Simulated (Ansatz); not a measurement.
## P: do energies and stresses tell the same story?

The calculation used Ansatz 0.2.0, DFT PBEsol+D3(BJ), scalar-relativistic, plane waves, PAW.

Plane waves to 420 eV, a k mesh through Γ of 18×18×18 on the computed 1-atom cell and Gaussian smearing (0.10 eV); no spin polarisation.

Relaxed cell: Pm-3m, a = 2.391 Å, b = 2.391 Å, c = 2.391 Å, α = 90.00°, β = 90.00°, γ = 90.00°, 1 atom in the primitive cell. This simple cubic form isn't the element's structure at ambient conditions.

Energies at zero smearing and pressures from the stress tensor, at volumes with shape and atoms relaxed:
| V (Å³/atom) | E − E(first) (meV/atom) | P (GPa) |
| --- | --- | --- |
| 12.022 | 0.00 | 23.62 |
| 12.432 | -50.69 | 16.21 |
| 12.841 | -83.99 | 9.96 |
| 13.251 | -102.29 | 4.51 |
| 13.661 | -107.70 | 0.00 |
| 14.071 | -102.73 | -3.68 |
| 14.481 | -89.46 | -6.60 |
| 15.027 | -60.51 | -10.28 |

Task: Check P = −dE/dV between neighbouring volumes, and get the bulk modulus from the pressures alone.

Result: With 1 eV/Å³ = 160.2 GPa:
```tsv
middle V (Å³/atom)	−ΔE/ΔV (GPa)	mean P (GPa)
12.227	19.817	19.916
12.637	13.019	13.085
13.046	7.155	7.234
13.456	2.115	2.257
13.866	-1.945	-1.841
14.276	-5.189	-5.140
14.754	-8.488	-8.436
```

The two differ by 0.14 GPa at most. The mean of two end pressures misses the average over a step by about ΔV² P″/12, up to 0.12 GPa here; with that taken off 0.08 GPa remains, from the smearing term (the stress is the derivative of the free energy), the finite cutoff, the mesh or the relaxation's tolerance. Around V = 13.661 Å³/atom, the two neighbours give B = −V ΔP/ΔV = 13.661 × 8.20 / 0.820 = 136.6 GPa, against B0 = 135.0 GPa from the Birch–Murnaghan fit of the energies.